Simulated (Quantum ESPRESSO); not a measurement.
# CuO (P-1) in Quantum ESPRESSO: further runs

One crystal, CuO, is run at these levels: PBEsol, LDA; tasks: band structure.

Everything below comes from runs of Quantum ESPRESSO 7.5. Logs are shortened: lines on timing, memory, paths and dates and some standing lists are left out, and cuts for length are marked.

### Step 1. The crystal as given

The typed cell holds 4 atoms: a = 2.880 Å, b = 2.880 Å, c = 5.176 Å, α = 89.81°, β = 89.81°, γ = 89.22°.

The cell comes from a database or a generator and needn't be the stable form of this composition.

### Step 2. Band structure, PBEsol

File pw.in:

```
&CONTROL
  calculation = 'scf'
  prefix = 'pwscf'
  outdir = './tmp'
  pseudo_dir = './pseudo'
  tprnfor = .true.
  tstress = .true.
  disk_io = 'low'
/
&SYSTEM
  ibrav = 0
  celldm(1) = 8
  nat = 4
  ntyp = 2
  ecutwfc = 56
  ecutrho = 448
  nbnd = 34
  occupations = 'smearing'
  smearing = 'fd'
  degauss = 0.00367493
/
&ELECTRONS
  conv_thr = 8d-10
  electron_maxstep = 120
  mixing_beta = 0.5
/
ATOMIC_SPECIES
Cu    63.5460 cu_pbesol_v1.2.uspp.F.UPF
O     15.9990 o_pbesol_v1.2.uspp.F.UPF
CELL_PARAMETERS alat
  0.6801835246709   0.0000000000000   0.0000000000000
  0.0092296014442   0.6801312065874   0.0000000000000
  0.0041326860689   0.0040735174448   1.2227329268788
ATOMIC_POSITIONS crystal
Cu     0.0000000000    0.5000000000    0.0000000000
Cu     0.5000000000    0.0000000000    0.5000000000
O      0.9984239700    0.0016717800    0.7498871000
O      0.0015760300    0.9983282200    0.2501129000
K_POINTS automatic
9 9 5 0 0 0
```

File bands.in:

```
&CONTROL
  calculation = 'bands'
  prefix = 'pwscf'
  outdir = './tmp'
  pseudo_dir = './pseudo'
  disk_io = 'low'
  verbosity = 'high'
/
&SYSTEM
  ibrav = 0
  celldm(1) = 8
  nat = 4
  ntyp = 2
  ecutwfc = 56
  ecutrho = 448
  nbnd = 34
  occupations = 'smearing'
  smearing = 'fd'
  degauss = 0.00367493
/
&ELECTRONS
  conv_thr = 1d-08
  electron_maxstep = 120
  mixing_beta = 0.5
  diago_full_acc = .true.
  startingwfc = 'random'
/
ATOMIC_SPECIES
Cu    63.5460 cu_pbesol_v1.2.uspp.F.UPF
O     15.9990 o_pbesol_v1.2.uspp.F.UPF
CELL_PARAMETERS alat
  0.6801835246709   0.0000000000000   0.0000000000000
  0.0092296014442   0.6801312065874   0.0000000000000
  0.0041326860689   0.0040735174448   1.2227329268788
ATOMIC_POSITIONS crystal
Cu     0.0000000000    0.5000000000    0.0000000000
Cu     0.5000000000    0.0000000000    0.5000000000
O      0.9984239700    0.0016717800    0.7498871000
O      0.0015760300    0.9983282200    0.2501129000
K_POINTS crystal
60
 0.0000000000  0.0000000000  0.0000000000 1
 0.0555555556  0.0555555556  0.0000000000 1
 0.1111111111  0.1111111111  0.0000000000 1
 0.1666666667  0.1666666667  0.0000000000 1
 0.2222222222  0.2222222222  0.0000000000 1
 0.2777777778  0.2777777778  0.0000000000 1
 0.3333333333  0.3333333333  0.0000000000 1
 0.3888888889  0.3888888889  0.0000000000 1
 0.4444444444  0.4444444444  0.0000000000 1
 0.5000000000  0.5000000000  0.0000000000 1
 0.5003093515  0.5003093515  0.1646738522 1
 0.5006187031  0.5006187031  0.3293477045 1
 0.5009280546  0.5009280546  0.4940215567 1
 0.5000000000  0.5000000000  0.5000000000 1
 0.5075950467  0.4924049533  0.5000000000 1
 0.4924049533 -0.4924049533  0.5000000000 1
 0.4376932918 -0.4376932918  0.5000000000 1
 0.3829816303 -0.3829816303  0.5000000000 1
 0.3282699688 -0.3282699688  0.5000000000 1
 0.2735583074 -0.2735583074  0.5000000000 1
 0.2188466459 -0.2188466459  0.5000000000 1
 0.1641349844 -0.1641349844  0.5000000000 1
 0.1094233229 -0.1094233229  0.5000000000 1
 0.0547116615 -0.0547116615  0.5000000000 1
 0.0000000000  0.0000000000  0.5000000000 1
 0.0554524384  0.0554524384  0.5006642715 1
 0.1109048768  0.1109048768  0.5013285430 1
 0.1663573151  0.1663573151  0.5019928144 1
 0.2218097535  0.2218097535  0.5026570859 1
 0.2772621919  0.2772621919  0.5033213574 1
 0.3327146303  0.3327146303  0.5039856289 1
 0.3881670687  0.3881670687  0.5046499004 1
 0.4436195070  0.4436195070  0.5053141718 1
 0.4990719454  0.4990719454  0.5059784433 1
 0.5000000000  0.5000000000  0.0000000000 1
 0.5066808622  0.4933191378  0.0000000000 1
 0.4933191378 -0.4933191378  0.0000000000 1
 0.4385059003 -0.4385059003  0.0000000000 1
 0.3836926628 -0.3836926628  0.0000000000 1
 0.3288794252 -0.3288794252  0.0000000000 1
 0.2740661877 -0.2740661877  0.0000000000 1
 0.2192529502 -0.2192529502  0.0000000000 1
 0.1644397126 -0.1644397126  0.0000000000 1
 0.1096264751 -0.1096264751  0.0000000000 1
 0.0548132375 -0.0548132375  0.0000000000 1
 0.0000000000  0.0000000000  0.0000000000 1
 0.0833333333  0.0000000000  0.0000000000 1
 0.1666666667  0.0000000000  0.0000000000 1
 0.2500000000  0.0000000000  0.0000000000 1
 0.3333333333  0.0000000000  0.0000000000 1
 0.4166666667  0.0000000000  0.0000000000 1
 0.5000000000  0.0000000000  0.0000000000 1
 0.5000000000  0.0000000000  0.5000000000 1
 0.4285714286  0.0000000000  0.4285714286 1
 0.3571428571  0.0000000000  0.3571428571 1
 0.2857142857  0.0000000000  0.2857142857 1
 0.2142857143  0.0000000000  0.2142857143 1
 0.1428571429  0.0000000000  0.1428571429 1
 0.0714285714  0.0000000000  0.0714285714 1
 0.0000000000  0.0000000000  0.0000000000 1
```

Potentials or basis: GBRV 1.5 PBEsol.

On the command line:

```bash
$ OMP_NUM_THREADS=1 mpirun -n 2 pw.x -nk 2 -in pw.in > pw.out
$ OMP_NUM_THREADS=1 mpirun -n 2 pw.x -nk 2 -in bands.in > bands.out
```

pw.out:

```text
This program is part of the open-source Quantum ESPRESSO suite
     for quantum simulation of materials; please cite
[... 13 lines left out ...]
     --------------------
     sticks:   dense  smooth     PW     G-vecs:    dense   smooth      PW
     Sum        1063     525    161                46397    16359    2755

     Using Slab Decomposition

     bravais-lattice index     =            0
     lattice parameter (alat)  =       8.0000  a.u.
     unit-cell volume          =     289.6146 (a.u.)^3
     number of atoms/cell      =            4
     number of atomic types    =            2
     number of electrons       =        50.00
     number of Kohn-Sham states=           34
     kinetic-energy cutoff     =      56.0000  Ry
     charge density cutoff     =     448.0000  Ry
     scf convergence threshold =      8.0E-10
     mixing beta               =       0.5000
     number of iterations used =            8  plain     mixing
     Exchange-correlation= SLA  PW   PSX  PSC
                           (   1   4  10   8   0   0   0)

     celldm(1)=   8.000000  celldm(2)=   0.000000  celldm(3)=   0.000000
     celldm(4)=   0.000000  celldm(5)=   0.000000  celldm(6)=   0.000000

     crystal axes: (cart. coord. in units of alat)
               a(1) = (   0.680184   0.000000   0.000000 )
               a(2) = (   0.009230   0.680131   0.000000 )
               a(3) = (   0.004133   0.004074   1.222733 )

     reciprocal axes: (cart. coord. in units 2 pi/alat)
               b(1) = (  1.470191 -0.019951 -0.004903 )
               b(2) = (  0.000000  1.470305 -0.004898 )
               b(3) = (  0.000000  0.000000  0.817840 )

     PseudoPot. # 1 for Cu read from file:
     cu_pbesol_v1.2.uspp.F.UPF
     Pseudo is Ultrasoft + core correction, Zval = 19.0
     Generated by new atomic code, or converted to UPF format
     Using radial grid of  867 points,  6 beta functions with:
                l(1) =   0
                l(2) =   0
                l(3) =   1
                l(4) =   1
                l(5) =   2
                l(6) =   2
     Q(r) pseudized with  8 coefficients,  rinner =    1.150   1.150   1.150
                                                       1.150   1.150

     PseudoPot. # 2 for O  read from file:
     o_pbesol_v1.2.uspp.F.UPF
     Pseudo is Ultrasoft + core correction, Zval =  6.0
     Generated by new atomic code, or converted to UPF format
     Using radial grid of  737 points,  5 beta functions with:
                l(1) =   0
                l(2) =   0
                l(3) =   1
                l(4) =   1
                l(5) =   2
     Q(r) pseudized with  8 coefficients,  rinner =    0.900   0.900   0.900
                                                       0.900   0.900

     atomic species   valence    mass     pseudopotential
     Cu               19.00    63.54600     Cu( 1.00)
     O                 6.00    15.99900     O ( 1.00)

      2 Sym. Ops., with inversion, found

   Cartesian axes

     site n.     atom                  positions (alat units)
         1        Cu     tau(   1) = (   0.0046148   0.3400656   0.0000000  )
         2        Cu     tau(   2) = (   0.3421581   0.0020368   0.6113665  )
         3        O      tau(   3) = (   0.6822260   0.0041917   0.9169116  )
         4        O      tau(   4) = (   0.0113198   0.6800130   0.3058213  )

     number of k points=   203  Fermi-Dirac smearing, width (Ry)=  0.0037

     Number of k-points >= 100: set verbosity='high' to print them.

     Dense  grid:    46397 G-vectors     FFT dimensions: (  40,  40,  72)

     Smooth grid:    16359 G-vectors     FFT dimensions: (  25,  25,  48)

     Check: negative core charge=   -0.000002

     Initial potential from superposition of free atoms

     starting charge      48.0000, renormalised to      50.0000
     Starting wfcs are   34 randomized atomic wfcs

     Self-consistent Calculation

     iteration #  1     ecut=    56.00 Ry     beta= 0.50
     Davidson diagonalization with overlap
     ethr =  1.00E-02,  avg # of iterations =  4.4

     total energy              =    -868.35324456 Ry
     estimated scf accuracy    <       5.53439268 Ry

     iteration #  2     ecut=    56.00 Ry     beta= 0.50
     Davidson diagonalization with overlap
     ethr =  1.00E-02,  avg # of iterations =  3.0

     total energy              =    -870.38282284 Ry
     estimated scf accuracy    <      10.10219212 Ry

     iteration #  3     ecut=    56.00 Ry     beta= 0.50
     Davidson diagonalization with overlap
     ethr =  1.00E-02,  avg # of iterations =  2.0

     total energy              =    -871.32784109 Ry
     estimated scf accuracy    <       0.47165856 Ry

     iteration #  4     ecut=    56.00 Ry     beta= 0.50
     Davidson diagonalization with overlap
     ethr =  9.43E-04,  avg # of iterations =  2.1

     total energy              =    -871.37304234 Ry
     estimated scf accuracy    <       0.06169520 Ry

     iteration #  5     ecut=    56.00 Ry     beta= 0.50
     Davidson diagonalization with overlap
     ethr =  1.23E-04,  avg # of iterations =  2.2

     total energy              =    -871.36959003 Ry
     estimated scf accuracy    <       0.03650802 Ry

     iteration #  6     ecut=    56.00 Ry     beta= 0.50
     Davidson diagonalization with overlap
     ethr =  7.30E-05,  avg # of iterations =  1.5

     total energy              =    -871.36845876 Ry
     estimated scf accuracy    <       0.01442060 Ry

     iteration #  7     ecut=    56.00 Ry     beta= 0.50
     Davidson diagonalization with overlap
     ethr =  2.88E-05,  avg # of iterations =  2.1
[... 25 lines left out ...]
     iteration # 11     ecut=    56.00 Ry     beta= 0.50
     Davidson diagonalization with overlap
     ethr =  4.35E-07,  avg # of iterations =  2.0

     total energy              =    -871.36802058 Ry
     estimated scf accuracy    <       0.00001746 Ry

     iteration # 12     ecut=    56.00 Ry     beta= 0.50
     Davidson diagonalization with overlap
     ethr =  3.49E-08,  avg # of iterations =  2.1

     total energy              =    -871.36802296 Ry
     estimated scf accuracy    <       0.00000146 Ry

     iteration # 13     ecut=    56.00 Ry     beta= 0.50
     Davidson diagonalization with overlap
     ethr =  2.92E-09,  avg # of iterations =  2.2

     total energy              =    -871.36802304 Ry
     estimated scf accuracy    <       0.00000027 Ry

     iteration # 14     ecut=    56.00 Ry     beta= 0.50
     Davidson diagonalization with overlap
     ethr =  5.35E-10,  avg # of iterations =  2.0

     total energy              =    -871.36802308 Ry
     estimated scf accuracy    <          5.4E-09 Ry

     iteration # 15     ecut=    56.00 Ry     beta= 0.50
     Davidson diagonalization with overlap
     ethr =  1.09E-11,  avg # of iterations =  3.2

     End of self-consistent calculation

     Number of k-points >= 100: set verbosity='high' to print the bands.

     the Fermi energy is    10.9151 ev

!    total energy              =    -871.36802308 Ry
     estimated scf accuracy    <          7.4E-10 Ry
     smearing contrib. (-TS)   =      -0.00141248 Ry
     internal energy E=F+TS    =    -871.36661060 Ry

     The total energy is F=E-TS. E is the sum of the following terms:
     one-electron contribution =    -646.95458834 Ry
     hartree contribution      =     348.40234312 Ry
     xc contribution           =     -90.97943519 Ry
     ewald contribution        =    -481.83493019 Ry

     convergence has been achieved in  15 iterations

     Forces acting on atoms (cartesian axes, Ry/au):

     atom    1 type  1   force =     0.00000000    0.00000000    0.00000000
     atom    2 type  1   force =     0.00000000    0.00000000    0.00000000
     atom    3 type  2   force =     0.00018896   -0.00024721    0.00037136
     atom    4 type  2   force =    -0.00018896    0.00024721   -0.00037136

     Total force =     0.000685     Total SCF correction =     0.000012

     Computing stress (Cartesian axis) and pressure

          total   stress  (Ry/bohr**3)                   (kbar)     P=      -13.82
  -0.00001412  -0.00000567  -0.00000070           -2.08       -0.83       -0.10
  -0.00000567  -0.00001700   0.00000016           -0.83       -2.50        0.02
  -0.00000070   0.00000016  -0.00025074           -0.10        0.02      -36.89

=------------------------------------------------------------------------------=
   JOB DONE.
=------------------------------------------------------------------------------=
```

It took 3.1 min on 2 MPI ranks of Intel Xeon Platinum 8488C (Sapphire Rapids), shared host; peak memory 0.5 GiB.

What came out:

```
Free energy            : -11855.5659 eV
Pressure               : -1.4 GPa
Largest force          : 0.012 eV/Å
Band gap on the k mesh : none (metal or under the smearing width)
```

Forces in eV/Å, atoms in the order of the input:
```
Cu   0.000  0.000  0.000
Cu   0.000  0.000  0.000
O    0.005 -0.006  0.010
O   -0.005  0.006 -0.010
```

Levels at the corners of the path, in eV from the Fermi level:
```csv
point,band 23,band 24,band 25,band 26,band 27,band 28
Γ,-2.37,-2.08,0.68,0.71,1.40,6.00
Y,-1.58,-1.20,-1.19,1.21,1.95,6.96
F,-1.42,-1.42,-0.47,-0.42,3.78,3.86
L,-1.42,-1.42,-0.44,-0.44,3.82,3.82
I,-1.42,-1.42,-0.44,-0.44,3.82,3.82
I1,-1.42,-1.42,-0.44,-0.44,3.82,3.82
Z,-1.59,-1.59,0.10,0.11,3.48,3.48
F1,-1.42,-1.42,-0.47,-0.42,3.78,3.86
Y,-1.58,-1.20,-1.19,1.21,1.95,6.96
X1,-1.58,-1.20,-1.19,1.21,1.96,6.96
X,-1.58,-1.20,-1.19,1.21,1.96,6.96
Γ,-2.37,-2.08,0.68,0.71,1.40,6.00
N,-1.61,-1.55,0.24,0.47,3.32,5.94
M,-2.09,-1.85,-0.10,0.70,4.08,5.88
Γ,-2.37,-2.08,0.68,0.71,1.40,6.00
```

Caveat: the run has no spin polarisation, though such a crystal can be magnetic; semilocal functionals often make such compounds metallic where correlation or magnetic order opens a gap, which also shifts bond lengths.

### Step 3. Band structure, LDA

pw.in, as its differences from that of step 2:

```diff
@@ -27,4 +27,4 @@
 ATOMIC_SPECIES
-Cu    63.5460 cu_pbesol_v1.2.uspp.F.UPF
-O     15.9990 o_pbesol_v1.2.uspp.F.UPF
+Cu    63.5460 cu_lda_v1.2.uspp.F.UPF
+O     15.9990 o_lda_v1.2.uspp.F.UPF
 CELL_PARAMETERS alat
```

bands.in, as its differences from that of step 2:

```diff
@@ -28,4 +28,4 @@
 ATOMIC_SPECIES
-Cu    63.5460 cu_pbesol_v1.2.uspp.F.UPF
-O     15.9990 o_pbesol_v1.2.uspp.F.UPF
+Cu    63.5460 cu_lda_v1.2.uspp.F.UPF
+O     15.9990 o_lda_v1.2.uspp.F.UPF
 CELL_PARAMETERS alat
```

Potentials or basis: GBRV 1.5 LDA.

On the command line:

```bash
$ OMP_NUM_THREADS=1 mpirun -n 2 pw.x -nk 2 -in pw.in > pw.out
$ OMP_NUM_THREADS=1 mpirun -n 2 pw.x -nk 2 -in bands.in > bands.out
```

pw.out:

```text
This program is part of the open-source Quantum ESPRESSO suite
     for quantum simulation of materials; please cite
         "P. Giannozzi et al., J. Phys.:Condens. Matter 21 395502 (2009);
         "P. Giannozzi et al., J. Phys.:Condens. Matter 29 465901 (2017);
         "P. Giannozzi et al., J. Chem. Phys. 152 154105 (2020);
     in publications or presentations arising from this work. More details at

     Message from routine setup:
     using ibrav=0 with symmetry is DISCOURAGED, use correct ibrav instead

     K-points division:     npool     =       2
     Subspace diagonalization in iterative solution of the eigenvalue problem:
     a serial algorithm will be used

     G-vector sticks info
     --------------------
     sticks:   dense  smooth     PW     G-vecs:    dense   smooth      PW
     Sum        1063     525    161                46397    16359    2755

     Using Slab Decomposition

     bravais-lattice index     =            0
[... 191 lines left out ...]
     Davidson diagonalization with overlap
     ethr =  4.82E-12,  avg # of iterations =  2.2

     End of self-consistent calculation

     Number of k-points >= 100: set verbosity='high' to print the bands.

     the Fermi energy is    10.6198 ev

!    total energy              =    -871.55837727 Ry
     estimated scf accuracy    <          6.0E-12 Ry
     smearing contrib. (-TS)   =      -0.00141635 Ry
     internal energy E=F+TS    =    -871.55696092 Ry

     The total energy is F=E-TS. E is the sum of the following terms:
     one-electron contribution =    -647.25346709 Ry
     hartree contribution      =     348.14265463 Ry
     xc contribution           =     -90.61121828 Ry
     ewald contribution        =    -481.83493019 Ry

     convergence has been achieved in  16 iterations

     Forces acting on atoms (cartesian axes, Ry/au):

     atom    1 type  1   force =     0.00000000    0.00000000    0.00000000
     atom    2 type  1   force =     0.00000000    0.00000000    0.00000000
     atom    3 type  2   force =     0.00027025   -0.00032755    0.00035916
     atom    4 type  2   force =    -0.00027025    0.00032755   -0.00035916

     Total force =     0.000787     Total SCF correction =     0.000002

     Computing stress (Cartesian axis) and pressure

          total   stress  (Ry/bohr**3)                   (kbar)     P=      -76.13
  -0.00039585  -0.00000950  -0.00000211          -58.23       -1.40       -0.31
  -0.00000950  -0.00039821  -0.00000135           -1.40      -58.58       -0.20
  -0.00000211  -0.00000135  -0.00075851           -0.31       -0.20     -111.58

=------------------------------------------------------------------------------=
   JOB DONE.
=------------------------------------------------------------------------------=
```

Wall time 3 min (2 MPI ranks of Intel Xeon Platinum 8488C (Sapphire Rapids), shared host); peak memory 0.5 GiB.

Results:

```yaml
Free_energy: -11858.1558 eV
Pressure: -7.6 GPa
Largest_force: 0.014 eV/Å
Band_gap_on_the_k_mesh: none (metal or under the smearing width)
```

Forces on the atoms (eV/Å):
```
Cu   0.000  0.000  0.000
Cu   0.000  0.000  0.000
O    0.007 -0.008  0.009
O   -0.007  0.008 -0.009
```

Stress tensor (GPa, compression positive):
```
 -5.82  -0.14  -0.03
 -0.14  -5.86  -0.02
 -0.03  -0.02 -11.16
```

Levels at the corners of the path, in eV from the Fermi level:
| point | band 23 | band 24 | band 25 | band 26 | band 27 | band 28 |
| --- | --- | --- | --- | --- | --- | --- |
| Γ | -2.38 | -2.09 | 0.68 | 0.71 | 1.46 | 6.06 |
| Y | -1.59 | -1.20 | -1.19 | 1.21 | 1.96 | 6.93 |
| F | -1.42 | -1.42 | -0.47 | -0.42 | 3.79 | 3.87 |
| L | -1.42 | -1.42 | -0.45 | -0.44 | 3.83 | 3.83 |
| I | -1.43 | -1.42 | -0.45 | -0.44 | 3.83 | 3.83 |
| I1 | -1.43 | -1.42 | -0.45 | -0.44 | 3.83 | 3.83 |
| Z | -1.58 | -1.58 | 0.10 | 0.10 | 3.52 | 3.53 |
| F1 | -1.42 | -1.42 | -0.47 | -0.42 | 3.79 | 3.87 |
| Y | -1.59 | -1.20 | -1.19 | 1.21 | 1.96 | 6.93 |
| X1 | -1.59 | -1.20 | -1.20 | 1.20 | 1.97 | 6.93 |
| X | -1.59 | -1.20 | -1.20 | 1.20 | 1.97 | 6.93 |
| Γ | -2.38 | -2.09 | 0.68 | 0.71 | 1.46 | 6.06 |
| N | -1.62 | -1.55 | 0.24 | 0.47 | 3.30 | 5.93 |
| M | -2.09 | -1.86 | -0.10 | 0.70 | 4.08 | 5.85 |
| Γ | -2.38 | -2.09 | 0.68 | 0.71 | 1.46 | 6.06 |

Caveat: the run has no spin polarisation, though such a crystal can be magnetic; semilocal functionals often make such compounds metallic where correlation or magnetic order opens a gap, which also shifts bond lengths. With open d or f shells a metallic result of LDA can be an artefact of self-interaction; +U or a hybrid may open a gap.

### Step 4. The reference run

An earlier run on the cell as given: functional PBEsol; potentials or basis GBRV 1.5 PBEsol; cutoff 762 eV; density cutoff 6095 eV; k mesh 9 × 9 × 5; occupations fermi-dirac, width 0.05 eV; no spin polarisation.

* Pressure: -1.4 GPa
* Largest force: 0.012 eV/Å
* Band gap on the k mesh: none (metal or under the smearing width)

### Step 5. Overview

| task | level | potentials or basis | form of the LDA correlation | gap on the mesh (eV) | pressure (GPa) | largest force (eV/Å) |
| --- | --- | --- | --- | --- | --- | --- |
| band structure | PBEsol | GBRV 1.5 PBEsol | - | none | -1.4 | 0.01 |
| band structure | LDA | GBRV 1.5 LDA | PZ81 | none | -7.6 | 0.01 |
| single point | PBEsol | GBRV 1.5 PBEsol | - | none | -1.4 | 0.01 |

Alike in all rows: no spin polarisation; cell as given; k mesh 9 × 9 × 5; cutoff (eV) 762; smearing fermi-dirac 0.05 eV.

Caveats: the run has no spin polarisation, though such a crystal can be magnetic; semilocal functionals often make such compounds metallic where correlation or magnetic order opens a gap, which also shifts bond lengths.

Absolute energies hang on the potentials; compare differences alone.
